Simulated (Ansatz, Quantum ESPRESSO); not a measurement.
This is a calculation of Pd (Palladium) for Ansatz 0.2.0. 

File input.yaml:

```yaml
crystal:
  lattice:
    - [0.0, 1.9465, 1.9465]
    - [1.9465, 0.0, 1.9465]
    - [1.9465, 1.9465, 0.0]
  atoms:
    - { symbol: Pd, position: [0.0, 0.0, 0.0] }
hamiltonian:
  xc: revpbe
  pseudopotentials: { kind: paw }
  dispersion: d3bj
kpoints:
  mp_grid: { grid: [12, 12, 12] }
scf:
  occupations: { method: fermi_dirac, width: 0.05 }
output:
  forces: true
  stress: true
relax:
  f_tol: 0.01
  max_steps: 40
  cell: { stress_tol: 0.05 }
```

Potentials or basis: Ansatz PAW.

Command:

```console
$ ansatz run input.yaml --threads 2 --pin off --max-ram 5632MiB --backend cpu --events-out ev --progress --plain --runs-dir out
```

Question: Translate it to Quantum ESPRESSO 7.5 (ASE script). Potentials or basis there: Ansatz NC SR PBE, cutoff 1116 eV.

Answer: As run (cutoffs and basis follow the program's own potentials, and thresholds, step limits or extra output files can differ):

File run.py:

```python
import numpy as np
from ase.calculators.espresso import Espresso, EspressoProfile
from ase.io import read

atoms = read('POSCAR')

input_data = {
    'control': {'calculation': 'scf', 'prefix': 'pwscf', 'outdir': './tmp', 'tprnfor': True, 'tstress': True, 'disk_io': 'low'},
    'system': {'ecutwfc': 82.0, 'nbnd': 15, 'input_dft': 'revpbe', 'occupations': 'smearing', 'smearing': 'fd', 'degauss': 0.00367493, 'vdw_corr': 'grimme-d3', 'dftd3_version': 4},
    'electrons': {'conv_thr': 2e-10, 'electron_maxstep': 120, 'mixing_beta': 0.5},
}
pseudopotentials = {'Pd': 'Pd.upf'}
profile = EspressoProfile(command='pw.x', pseudo_dir='pseudo')
dft = Espresso(profile=profile, input_data=input_data, pseudopotentials=pseudopotentials, kpts=(12, 12, 12), koffset=(0, 0, 0))
atoms.calc = dft

from ase.optimize import BFGS
from ase.filters import FrechetCellFilter
done = BFGS(FrechetCellFilter(atoms), trajectory='opt.traj').run(fmax=0.02, steps=30)
print('converged', done)
print('cell (A)', np.round(atoms.cell.cellpar(), 5))
print(f'energy {atoms.get_potential_energy():.8f} eV')
print('forces (eV/A)')
print(np.round(atoms.get_forces(), 6))
print('stress (eV/A^3, Voigt)')
print(np.round(atoms.get_stress(), 8))
print(f'Fermi level {dft.get_fermi_level():.4f} eV')
```

POSCAR

```
Pd
1.0
    0.0000000000      1.9465000000      1.9465000000
    1.9465000000      0.0000000000      1.9465000000
    1.9465000000      1.9465000000      0.0000000000
Pd
1
Direct
    0.0000000000      0.0000000000      0.0000000000
```

Potentials or basis: Ansatz NC SR PBE.

Launch:

```console
$ OMP_NUM_THREADS=1 python run.py
```

Both were run:

|  | Ansatz | Quantum ESPRESSO |
| --- | --- | --- |
| Relaxed volume | 14.43 Å³/atom | 14.55 Å³/atom |
| Relaxed cell | a = 2.732 Å, b = 2.732 Å, c = 2.732 Å, α = 60.00°, β = 60.00°, γ = 60.00° | a = 2.740 Å, b = 2.740 Å, c = 2.740 Å, α = 60.00°, β = 60.00°, γ = 60.00° |
| Space group after relaxing | Fm-3m (No. 225) | Fm-3m (No. 225) |
| Pressure after relaxing | 0.0 GPa | 0.0 GPa |

Ansatz's pressure holds a Pulay term of +0.08 GPa for its cutoff of 420 eV, which the other run lacks.

Ansatz's potentials were made for PBE. Quantum ESPRESSO's potentials were made for PBE.

Where Ansatz's input types no cutoff or centring, it takes its own default and a Γ-centred mesh.

Pressure is positive in compression.
